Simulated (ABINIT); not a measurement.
# HfC (Fm-3m) in ABINIT: notebook, part 2 of 2

ABINIT 10.8.3 (patched build). Earlier steps stand in the parts before.

## (4) Single point, PBE

run.abi

```
pp_dirpath "./"
pseudos "Hf.GGA_PBE-JTH.xml, C.GGA_PBE-JTH.xml"

acell 6.2135074315 6.2135074315 6.2135074315
rprim
     0.0000000000     0.7071067812     0.7071067812
     0.7071067812     0.0000000000     0.7071067812
     0.7071067812     0.7071067812     0.0000000000
ntypat 2
znucl 72 6
natom 2
typat 1 2
xcart
     4.3936132398     4.3936132398     4.3936132398
     0.0000000000     0.0000000000     0.0000000000

ecut 14.0
pawecutdg 28.0
pawxcdev 0

kptopt 1
ngkpt 8 8 8
nshiftk 1
shiftk 0.0 0.0 0.0

ixc 11

nband 12
occopt 3
tsmear 0.05 eV

nstep 100
tolvrs 1.0e-9

iomode 3
prtwf 0
prteig 0
prtebands 0
enunit 1
prtden 1
prtvha 1
prtvclmb 1
prtpot 1
```

Potentials or basis: JTH PAW PBE v2.0.

Launch:

```sh
$ abinit run.abi > log 2>&1
```

run.abo:

```text
.Version 10.8.3 of ABINIT
 Symmetries : space group Fm -3 m (#225); Bravais cF (face-center cubic)
================================================================================
 Values of the parameters that define the memory need of the present run
     intxc =       0    ionmov =       0      iscf =      17    lmnmax =      18
     lnmax =       6     mgfft =      24  mpssoang =       3    mqgrid =    3001
     natom =       2  nloc_mem =       2    nspden =       1   nspinor =       1
    nsppol =       1      nsym =      48    n1xccc =       1    ntypat =       2
    occopt =       3   xclevel =       2
       mpw =         432          nfft =       13824          nkpt =          29
 PAW method is used; the additional fine FFT grid is defined by:
   mgfftf=        30    nfftf =     27000
================================================================================
================================================================================

--------------------------------------------------------------------------------
------------- Echo of variables that govern the present computation ------------
--------------------------------------------------------------------------------
 -outvars: echo values of preprocessed input variables --------
            acell      6.2135074315E+00  6.2135074315E+00  6.2135074315E+00 Bohr
              amu      1.78490000E+02  1.20110000E+01
             ecut      1.40000000E+01 Hartree
           enunit           1
              ixc          11
         kptrlatt        8    0    0      0    8    0      0    0    8
          kptrlen      4.97080595E+01
            natom           2
            nband          12
            ngfft          24      24      24
          ngfftdg          30      30      30
             nkpt          29
            nstep         100
             nsym          48
           ntypat           2
           occopt           3
        pawecutdg      2.80000000E+01 Hartree
         pawxcdev           0
        prtebands           0
           prteig           0
           prtpot           1
         prtvclmb           1
           prtvha           1
            prtwf           0
            rprim      0.0000000000E+00  7.0710678120E-01  7.0710678120E-01
                       7.0710678120E-01  0.0000000000E+00  7.0710678120E-01
                       7.0710678120E-01  7.0710678120E-01  0.0000000000E+00
          spgroup         225
           tolvrs      1.00000000E-09
           tsmear      1.83746611E-03 Hartree
            typat      1  2
           useylm           1
           xangst      2.3249999984E+00  2.3249999984E+00  2.3249999984E+00
                      -2.6588324233E-11 -2.6588533961E-11 -2.6588533961E-11
            xcart      4.3936132398E+00  4.3936132398E+00  4.3936132398E+00
                      -5.0244650948E-11 -5.0245047276E-11 -5.0245047276E-11
             xred      4.9999999999E-01  4.9999999999E-01  4.9999999999E-01
                      -5.7180093993E-12 -5.7179191937E-12 -5.7179191937E-12
            znucl       72.00000    6.00000

================================================================================

 chkinp: Checking input parameters for consistency.

================================================================================
== DATASET  1 ==================================================================

--- !DatasetInfo
iteration_state: {dtset: 1, }
dimensions: {natom: 2, nkpt: 29, mband: 12, nsppol: 1, nspinor: 1, nspden: 1, mpw: 432, }
cutoff_energies: {ecut:  14.0, pawecutdg:  28.0, }
electrons: {nelect:   1.60000000E+01, charge:   0.00000000E+00, occopt:   3.00000000E+00, tsmear:   1.83746611E-03, }
meta: {optdriver: 0, ionmov: 0, optcell: 0, iscf: 17, paral_kgb: 0, }
...
[... 89 lines left out ...]
entropy   :   0.00000000E+00
fermie    :   6.74635658E-03
cartesian_stress_tensor: # hartree/bohr^3
- [  7.16312474E-05,   0.00000000E+00,   0.00000000E+00, ]
- [  0.00000000E+00,   7.16312474E-05,   0.00000000E+00, ]
- [  0.00000000E+00,   0.00000000E+00,   7.16312474E-05, ]
pressure_GPa:  -2.1075E+00
xred      :
- [  5.0000E-01,   5.0000E-01,   5.0000E-01, Hf]
- [ -5.7180E-12,  -5.7179E-12,  -5.7179E-12,  C]
cartesian_forces: # hartree/bohr
- [ -0.00000000E+00,  -0.00000000E+00,  -0.00000000E+00, ]
- [ -0.00000000E+00,  -0.00000000E+00,  -0.00000000E+00, ]
force_length_stats: {min:   0.00000000E+00, max:   0.00000000E+00, mean:   0.00000000E+00, }
...

 Integrated electronic density in atomic spheres:
 ------------------------------------------------
 Atom  Sphere_radius  Integrated_density
    1        2.41119          9.59887972
    2        1.50737          2.38745152

================================================================================

 ----iterations are completed or convergence reached----

 Mean square residual over all n,k,spin=   38.016E-08; max=  72.141E-06
 reduced coordinates (array xred) for    2 atoms
       0.499999999994      0.499999999994      0.499999999994
      -0.000000000006     -0.000000000006     -0.000000000006
 rms dE/dt=  0.0000E+00; max dE/dt=  0.0000E+00; dE/dt below (all hartree)
    1       0.000000000000      0.000000000000      0.000000000000
    2       0.000000000000      0.000000000000      0.000000000000

 cartesian coordinates (angstrom) at end:
    1      2.32499999844655     2.32499999844655     2.32499999844655
    2     -0.00000000002659    -0.00000000002659    -0.00000000002659

 cartesian forces (hartree/bohr) at end:
    1     -0.00000000000000    -0.00000000000000    -0.00000000000000
    2     -0.00000000000000    -0.00000000000000    -0.00000000000000
 frms,max,avg= 0.0000000E+00 0.0000000E+00   0.000E+00  0.000E+00  0.000E+00 h/b

 cartesian forces (eV/Angstrom) at end:
    1     -0.00000000000000    -0.00000000000000    -0.00000000000000
    2     -0.00000000000000    -0.00000000000000    -0.00000000000000
 frms,max,avg= 0.0000000E+00 0.0000000E+00   0.000E+00  0.000E+00  0.000E+00 e/A
 length scales=  6.213507431500  6.213507431500  6.213507431500 bohr
              =  3.288046530296  3.288046530296  3.288046530296 angstroms
 Fermi (or HOMO) energy (eV) =   0.18358   Average Vxc (eV)= -12.41594
 Eigenvalues (   eV  ) for nkpt=  29  k points:
 kpt#   1, nband= 12, wtk=  0.00195, kpt=  0.0000  0.0000  0.0000 (reduced coord)
 -60.84012  -29.27253  -29.27253  -29.27253  -12.04705    1.27128    1.27128    1.27128
   1.65885    1.65885    1.65885    3.66593
 prteigrs : prtvol=0 or 1, do not print more k-points.

--- !EnergyTerms
iteration_state     : {dtset: 1, }
comment             : Components of total free energy in Hartree
kinetic             :  8.57275593222377E+00
hartree             :  5.78863543059855E+00
xc                  : -1.11980229543448E+01
Ewald energy        : -4.76937911376180E+01
psp_core            :  9.16861990394602E+00
local_psp           : -1.33596747532384E+00
PAW spherical_terms : -1.91508680603273E+01
internal            : -5.58486383608457E+01
'-kT*entropy'       : -9.06679261785920E-05
total_energy        : -5.58487290287718E+01
total_energy_eV     : -1.51972133694904E+03
...

--- !EnergyTermsDC
iteration_state     : {dtset: 1, }
comment             : '"Double-counting" decomposition of free energy'
band_energy         : -1.22353834542053E+01
Ewald energy        : -4.76937911376180E+01
psp_core            :  9.16861990394602E+00
xc_dc               : -1.08120412028454E+01
PAW spherical_terms :  5.72395615037868E+00
internal            : -5.58486397403441E+01
'-kT*entropy'       : -9.06679261785920E-05
total_energy_dc     : -5.58487304082702E+01
total_energy_dc_eV  : -1.51972137448711E+03
...

--- !EnergyTermsWithPAWCore
iteration_state     : {dtset: 1, }
comment             : 'Components of total free energy, including PAW core contributions'
Total energy        : -1.51166563164435E+04
Total energy DC     : -1.51166563178230E+04
Total energy (eV)   : -4.11345173774494E+05
Total energy DC (eV): -4.11345173812032E+05
...

 Cartesian components of stress tensor (hartree/bohr^3)
  sigma(1 1)=  7.16312474E-05  sigma(3 2)=  0.00000000E+00
  sigma(2 2)=  7.16312474E-05  sigma(3 1)=  0.00000000E+00
  sigma(3 3)=  7.16312474E-05  sigma(2 1)=  0.00000000E+00

-Cartesian components of stress tensor (GPa)         [Pressure= -2.1075E+00 GPa]
- sigma(1 1)=  2.10746406E+00  sigma(3 2)=  0.00000000E+00
- sigma(2 2)=  2.10746406E+00  sigma(3 1)=  0.00000000E+00
- sigma(3 3)=  2.10746406E+00  sigma(2 1)=  0.00000000E+00

== END DATASET(S) ==============================================================
================================================================================

 -outvars: echo values of variables after computation  --------
            acell      6.2135074315E+00  6.2135074315E+00  6.2135074315E+00 Bohr
           etotal     -5.5848730408E+01
            fcart     -0.0000000000E+00 -0.0000000000E+00 -0.0000000000E+00
                      -0.0000000000E+00 -0.0000000000E+00 -0.0000000000E+00
            rprim      0.0000000000E+00  7.0710678120E-01  7.0710678120E-01
                       7.0710678120E-01  0.0000000000E+00  7.0710678120E-01
                       7.0710678120E-01  7.0710678120E-01  0.0000000000E+00
           strten      7.1631247382E-05  7.1631247382E-05  7.1631247382E-05
                       0.0000000000E+00  0.0000000000E+00  0.0000000000E+00
           xangst      2.3249999984E+00  2.3249999984E+00  2.3249999984E+00
                      -2.6588324233E-11 -2.6588533961E-11 -2.6588533961E-11
             xred      4.9999999999E-01  4.9999999999E-01  4.9999999999E-01
                      -5.7180093993E-12 -5.7179191937E-12 -5.7179191937E-12
 Calculation completed.
```

Run time: 5.3 s. Hardware: 1 thread of Intel Xeon 6975P-C (Granite Rapids), shared host; peak memory 0.1 GiB.

What came out:

| Quantity | Value |
| --- | --- |
| Free energy | -1519.7214 eV |
| Band gap on the k mesh | none (metal or under the smearing width) |
| Valence electrons inside the program's atomic spheres | Hf 9.60; C 2.39 |

Caveat: the cutoff is too short for stress, so the log's stress isn't used. Spin-orbit coupling is left out, which matters for the levels of Hf.

## (5) Single point, PBEsol

run.abi

```
# Pseudopotentials
pp_dirpath "./"
pseudos "Hf.GGA_PBE-JTH.xml, C.GGA_PBE-JTH.xml"

# Structure
acell 6.2135074315 6.2135074315 6.2135074315
rprim
     0.0000000000     0.7071067812     0.7071067812
     0.7071067812     0.0000000000     0.7071067812
     0.7071067812     0.7071067812     0.0000000000
ntypat 2
znucl 72 6
natom 2
typat 1 2
xred
     0.5000000000     0.5000000000     0.5000000000
     0.0000000000     0.0000000000     0.0000000000

# Plane-wave basis
ecut 14.0
pawecutdg 28.0
pawxcdev 0

# k points
kptopt 1
ngkpt 8 8 8
nshiftk 1
shiftk 0.0 0.0 0.0

# Exchange and correlation
ixc -116133

# Bands and occupations
nband 12
occopt 3
tsmear 0.05 eV

# SCF cycle
nstep 100
tolvrs 1.0e-9

# Output
iomode 3
prtwf 0
prtden 0
prteig 0
prtebands 0
enunit 2
```

Launch:

```sh
$ abinit run.abi > log 2>&1
```

It took 11 s on 1 thread of Arm Neoverse V2, shared host; peak memory 0.09 GiB.

Results (log left out):

* Free energy: -1520.7683 eV
* Band gap on the k mesh: none (metal or under the smearing width)
* Valence electrons inside the program's atomic spheres: Hf 9.61; C 2.37

Levels at points of the mesh, in eV from the Fermi level:
```tsv
k point	band 4	band 5	band 6	band 7	band 8	band 9	band 10	band 11	band 12
(0.00, 0.00, 0.00)	-29.40	-12.22	1.11	1.11	1.11	1.42	1.42	1.42	3.44
(0.50, 0.00, 0.00)	-29.48	-8.43	-6.11	-2.92	-2.92	5.37	5.37	5.84	6.59
(0.50, 0.50, 0.00)	-29.64	-10.30	-2.53	-1.76	-0.01	-0.01	5.38	6.81	6.81
```

Caveat: the cutoff is too short for stress, so the log's stress isn't used; the PAW data sets were made with another functional, which shifts forces and pressure a little.

## (6) Single point, PBE

run.abi

```
# Pseudopotentials
pp_dirpath "./"
pseudos "Hf.upf, C.upf"

# Structure
acell 3*1.0 Angstrom
rprim
     0.0000000000     2.3250000000     2.3250000000
     2.3250000000     0.0000000000     2.3250000000
     2.3250000000     2.3250000000     0.0000000000
ntypat 2
znucl 72 6
natom 2
typat 1 2
xcart
     2.3250000000     2.3250000000     2.3250000000
     0.0000000000     0.0000000000     0.0000000000 Angstrom

# Plane-wave basis
ecut 31.0

# k points
kptopt 1
ngkpt 8 8 8
nshiftk 1
shiftk 0.0 0.0 0.0

# Exchange and correlation
ixc 11

# Bands and occupations
nband 12
occopt 3
tsmear 0.05 eV

# SCF cycle
nstep 100
tolvrs 1.0e-10

# Output
iomode 3
prtwf 0
prteig 0
prtebands 0
prtden 1
prtvha 1
prtvclmb 1
prtpot 1
prtelf 1
```

Potentials or basis: PseudoDojo NC SR PBE v0.4.1 standard.

Launch:

```sh
$ abinit run.abi > log 2>&1
```

It took 17 s on 1 thread of Arm Neoverse V1, shared host; peak memory 0.06 GiB.

It converged, with:

| Item | Value |
| --- | --- |
| Free energy | -1700.8266 eV |
| Band gap on the k mesh | none (metal or under the smearing width) |
| Valence electrons inside the program's atomic spheres | Hf 8.44; C 3.91 |

Levels at points of the mesh, in eV from the Fermi level:
| k point | band 6 | band 7 | band 8 | band 9 | band 10 | band 11 |
| --- | --- | --- | --- | --- | --- | --- |
| (0.00, 0.00, 0.00) | 1.09 | 1.09 | 1.09 | 1.47 | 1.47 | 1.47 |
| (0.50, 0.00, 0.00) | -6.08 | -2.92 | -2.92 | 5.40 | 5.40 | 5.85 |
| (0.50, 0.50, 0.00) | -2.53 | -1.69 | -0.02 | -0.02 | 5.39 | 6.82 |

Caveat: the cutoff is too short for stress, so the log's stress isn't used.

## (7) Overview

| task | level | potentials or basis | spin | cell | cutoff (eV) | cell freedom (optcell) | optimiser (ionmov) | cutoff smearing ecutsm (Ha) | force stop (Ha/bohr) | fine-grid cutoff | gap on the mesh (eV) | pressure (GPa) |
| --- | --- | --- | --- | --- | --- | --- | --- | --- | --- | --- | --- | --- |
| relaxation of cell and atoms | PBE | Ansatz PAW PBE default generated set, frozen core | SOC, no magnetisation | relaxed | 419 | 2 | 2 | 0.5 | 2e-05 | 838.111 eV | none | 0.0 |
| single point | PBE | Ansatz PAW PBE default generated set, frozen core | SOC, no magnetisation | cell relaxed | 419 | - | - | - | - | 838.111 eV | none | -1.0 |
| single point | PBE | JTH PAW PBE v2.0 | off | as given | 381 | - | - | - | - | 761.919 eV | none | - |
| single point | PBEsol | JTH PAW PBE v2.0 | off | as given | 381 | - | - | - | - | 761.919 eV | none | - |
| single point | PBE | PseudoDojo NC SR PBE v0.4.1 standard | off | as given | 844 | - | - | - | - | - | none | - |

Alike in all rows: k mesh 8 × 8 × 8; smearing fermi-dirac 0.05 eV.

Caveats: the atomic spheres overlap (some runs); the relaxation stopped at its first step, so nothing moved (some runs); the PAW data sets were made with another functional, which shifts forces and pressure a little (some runs).

Absolute energies hang on the potentials; compare differences alone.
